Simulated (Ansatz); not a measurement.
**BaS (Fm-3m): the HSE06 gap against the k mesh of the hybrid**

Wanted: the cheapest k mesh of the hybrid that holds the HSE06 gap of BaS (Fm-3m).

Method: DFT, HSE06, plane waves, PAW; PAW set soft_1, in Ansatz 0.2.0.

Report form: the programs' logs are mostly left out.

## 1. The starting structure

Symmetry: Fm-3m, No. 225, cubic system. The conventional cell has a = 6.388 Å, b = 6.388 Å, c = 6.388 Å, α = 90.00°, β = 90.00°, γ = 90.00°. Ba has 6 S at 3.19 Å nearest. S has 6 Ba at 3.19 Å nearest. Farther neighbours and most contacts between anions are not listed.

The cell and positions come from the Crystallography Open Database and are kept as given unless a step says otherwise. Spin-orbit coupling is left out unless a step names it.

## 2. k mesh of the hybrid: 2×2×2

input.yaml reads:

```yaml
crystal:
  lattice:
    - [0.0, 3.19375, 3.19375]
    - [3.19375, 0.0, 3.19375]
    - [3.19375, 3.19375, 0.0]
  atoms:
    - { symbol: Ba, position: [0.0, 0.0, 0.0] }
    - { symbol: S, position: [0.5, 0.5, 0.5] }
kpoints:
  mp_grid: { grid: [2, 2, 2] }
  band_path:
    path:
      - [0.0, 0.0, 0.0]
      - [0.5, 0.0, 0.5]
      - [0.625, 0.25, 0.625]
      - [0.375, 0.375, 0.75]
      - [0.5, 0.5, 0.5]
      - [0.5, 0.25, 0.75]
    npoints: 1
hamiltonian:
  xc: hse06
  pseudopotentials: { kind: paw, azcp: { folder: soft_1 } }
scf:
  occupations: { method: fixed }
  n_extra_bands: 4
output:
  eigenvalues: true
```

The run is started by

```sh
$ ansatz run input.yaml --threads 24 --pin off --max-ram 82944MiB --backend cuda --events-out ev --progress --plain --runs-dir out --devices 1 --max-vram 78GiB
```

Elapsed: 2.8 s, on 1 × NVIDIA GB200 (shared by 2 runs) with 24 threads of Arm Neoverse V2, shared host; peak memory 1 GiB.

This step gave:

- gap: 3.051 eV
- valence top at: Γ
- conduction bottom at: X
- least direct gap: 3.174 eV
- exact-exchange fraction: 0.25

The gap is indirect, with the least direct gap 0.12 eV higher.

## 3. k mesh of the hybrid: 4×4×4

input.yaml, as its differences from that of step 2:

```diff
@@ -9,3 +9,3 @@
 kpoints:
-  mp_grid: { grid: [2, 2, 2] }
+  mp_grid: { grid: [4, 4, 4] }
   band_path:
```

Elapsed: 3.2 s, on 1 × NVIDIA GB200 (shared by 2 runs) with 24 threads; peak memory 1.1 GiB.

Numbers from this step:

```yaml
gap: 3.114 eV
valence_top_at: Γ
conduction_bottom_at: X
least_direct_gap: 3.243 eV
```

The gap is 3.114 eV, +0.063 eV from the run before at this level.

## 4. k mesh of the hybrid: 6×6×6

input.yaml, as its differences from that of step 3:

```diff
@@ -9,3 +9,3 @@
 kpoints:
-  mp_grid: { grid: [4, 4, 4] }
+  mp_grid: { grid: [6, 6, 6] }
   band_path:
```

Run time: 4.6 s. Hardware: 1 × NVIDIA GB200 (shared by 2 runs) with 24 threads; peak memory 1.2 GiB; 19 s of CPU time.

Numbers from this step:

```yaml
gap: 3.115 eV
valence_top_at: Γ
conduction_bottom_at: X
least_direct_gap: 3.243 eV
```

The gap is 3.115 eV, as in the run before at this level.

## 5. The series

Differences are against the last row; a negative gap means that bands overlap, and a run with a band path holds that path's time. Times are wall times on 1 × NVIDIA GB200 (shared by 2 runs) with 24 threads of Arm Neoverse V2, shared host, good to a factor of about two.

```tsv
k mesh of the hybrid	gap (eV)	direct gap (eV)	gap error (eV)	energy error (meV/atom)	irreducible k	time
2×2×2	3.051	3.174	−0.063	+120.8	3	2.8 s
4×4×4	3.114	3.243	−0.0005	+1.4	8	3.2 s
6×6×6	3.115	3.243	+0.000	+0.0	16	4.6 s
```

## 6. What came out

| Quantity | Value |
| --- | --- |
| 2×2×2 | 3.051 eV |
| 4×4×4 | 3.114 eV |
| 6×6×6 | 3.115 eV |

What this shows: The gap holds to 0.02 eV from 4×4×4 on. At 2×2×2 the gap is off by −0.063 eV and the energy by +121 meV/atom. The gap is read over the mesh and added points near the edges, so meshes differ mainly through the density and, for a hybrid, the exchange operator.

[Paths, hosts, dates, memory and timing lines, banners, echoed tables and standing remarks are left out of the program output.]

[Logs are printed without paths, hosts, clocks, repeated set-up lines and the standing remarks that a program may print on its own settings, such as how far it seeks lower states.]

[Runs of the session that timed out or met a known fault of the program may be left out.]

[Cells called generated may have been cut or substituted from an entry of the Crystallography Open Database or the Materials Project.]

[Hosts, paths, dates, database ids (printed as entryN), source tags and the programs' standing remarks are cut or masked in the printed files.]
